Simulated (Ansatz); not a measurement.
# Mg2Ge (Fm-3m): equation of state

One table from this session's results is given with a row withheld; the runs are named, their logs left out.

The COD entry's cell or inner coordinates are ideal or old and differ from later refinements, so a difference from it is no clean test against experiment.

Program: Ansatz 0.2.0. Level of theory: DFT PBE, scalar-relativistic, plane waves, PAW. These are calculated values, not measurements.

1 further run of the same task is left out (it didn't finish). Runs told in other sessions of the task aren't counted.

## The structure to begin with

Symmetry: Fm-3m, No. 225, cubic system. Conventional cell: a = 6.422 Å, b = 6.422 Å, c = 6.422 Å, α = 90.00°, β = 90.00°, γ = 90.00°. Mg (site symmetry -43m) has 4 Ge at 2.78 Å in its first shell of neighbours. Ge (site symmetry m-3m) is surrounded by 8 Mg at 2.78 Å.

Structure file:

```xyz
3
Lattice="0.0000 3.2108 3.2108 3.2108 0.0000 3.2108 3.2108 3.2108 0.0000" Properties=species:S:1:pos:R:3 pbc="T T T"
Mg    1.6054    1.6054    1.6054
Mg    4.8162    4.8162    4.8162
Ge    0.0000    0.0000    0.0000
```

This cell comes from an earlier session at PBE: 22.068 Å³/atom at 0.00 GPa, on a 10×10×10 mesh.

Volume factors to run: 0.980, 1.020, 0.960, 1.040.

The first run:

Input file input.yaml:

```yaml
crystal:
  lattice:
    - [0.0, 3.1892755243, 3.1892755243]
    - [3.1892755243, 0.0, 3.1892755243]
    - [3.1892755243, 3.1892755243, 0.0]
  atoms:
    - { symbol: Mg, position: [0.25, 0.25, 0.25] }
    - { symbol: Mg, position: [0.75, 0.75, 0.75] }
    - { symbol: Ge, position: [0.0, 0.0, 0.0] }
basis:
  ecutwfc: 420
  ecutrho_ratio: 4
kpoints:
  mp_grid: { grid: [10, 10, 10] }
hamiltonian:
  xc: pbe
scf:
  occupations: { method: gaussian, width: 0.05 }
output:
  forces: true
  stress: true
  eigenvalues: true
```

Command:

```
$ ansatz run input.yaml --threads 2 --pin off --max-ram 2662MiB --backend cpu --events-out ev --progress --plain --runs-dir out
```

Among the steps run: At 0.980 of the relaxed volume; Volume × 1.020; Scaling the volume by 0.960; Volume × 1.040.

One of the session's tables, all rows but one given; the rest of the session is left out.

It belongs to the step «Energy and pressure against volume». 

| volume (Å³/atom) | energy (meV/atom) | pressure (GPa) | gap (eV) |
| --- | --- | --- | --- |
| 21.185 | 5.87 | 2.21 | 0.13 |
| 21.626 | 1.41 | 1.05 | 0.15 |
| 22.068 | 0.00 | 0.00 | 0.17 |
| 22.509 | ? | ? | ? |
| 22.950 | 5.11 | -1.79 | 0.20 |

Q: Estimate the row for volume (Å³/atom) = 22.509 from the others.

Worked estimate for «energy (meV/atom)». A straight line through the neighbours (22.068, 0.00) and (22.950, 5.11) gives 0.00 + (5.11 − 0.00) × (22.509 − 22.068) / (22.950 − 22.068) = 2.56; a parabola fitted to 3 rows on both sides gives 1.24.

The run gave: energy (meV/atom): 1.32; pressure (GPa): -0.94; gap (eV): 0.18. In «energy (meV/atom)» the line misses by +1.24 and the parabola by -0.08.
